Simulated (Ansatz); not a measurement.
## Pb, one cell by several methods

```
CELL_PARAMETERS angstrom
3.25594 0.00000 0.00000
0.00000 3.25594 0.00000
0.00000 0.00000 3.25594
ATOMIC_POSITIONS crystal
Pb 0.00000 0.00000 0.00000
```

The conventional cell has a = 3.256 Å, b = 3.256 Å, c = 3.256 Å, α = 90.00°, β = 90.00°, γ = 90.00°. Pb (atom 1) is surrounded by 6 Pb at 3.26 Å.

The cell was built from the sc type and relaxed in the same program, and has space group Pm-3m; it needn't be a known or the stable phase.

Spin–orbit coupling is left out, though it moves levels of the heavy atoms by tenths of an eV or more.

All numbers are computed: DFT, PBE, PAW with Ansatz's default frozen-core files, scalar-relativistic (Ansatz 0.2.0); DFT, PBE, all-electron PAW with datasets made for the crystal, scalar-relativistic (Ansatz 0.2.0); DFT, PBE, all-electron LAPW, scalar-relativistic (Ansatz 0.2.0).

For PAW: a Γ-centred 11×11×11 k mesh, Fermi–Dirac smearing of 0.08 eV, cutoff 420 eV, no spin polarisation. The crystal-made all-electron datasets (AE datasets) take a cutoff of 260 eV at this cell. LAPW targets a basis error of 1 meV/atom. The Ansatz runs share mesh, smearing and spin set-up. Plane-wave (PAW) pressures include the program's estimate of the Pulay term.

Stress and pressure are positive in compression.

Levels count from the Fermi level.

```json
{"quantity": "pressure (GPa)", "PAW": "-0.03", "AE datasets": "-0.02", "LAPW": "-0.02"}
{"quantity": "highest filled level at R (eV)", "PAW": "-4.187", "AE datasets": "-4.187", "LAPW": "-4.188"}
{"quantity": "lowest empty level at R (eV)", "PAW": "0.306", "AE datasets": "0.306", "LAPW": "0.306"}
{"quantity": "highest filled level at Γ (eV)", "PAW": "-11.015", "AE datasets": "-11.015", "LAPW": "-11.015"}
{"quantity": "lowest empty level at Γ (eV)", "PAW": "4.889", "AE datasets": "4.889", "LAPW": "4.889"}
{"quantity": "highest filled level at X (eV)", "PAW": "-3.779", "AE datasets": "-3.779", "LAPW": "-3.779"}
{"quantity": "lowest empty level at X (eV)", "PAW": "7.097", "AE datasets": "7.097", "LAPW": "7.097"}
```

PAW's pressure differs from the LAPW value by about 0.01 GPa or less.
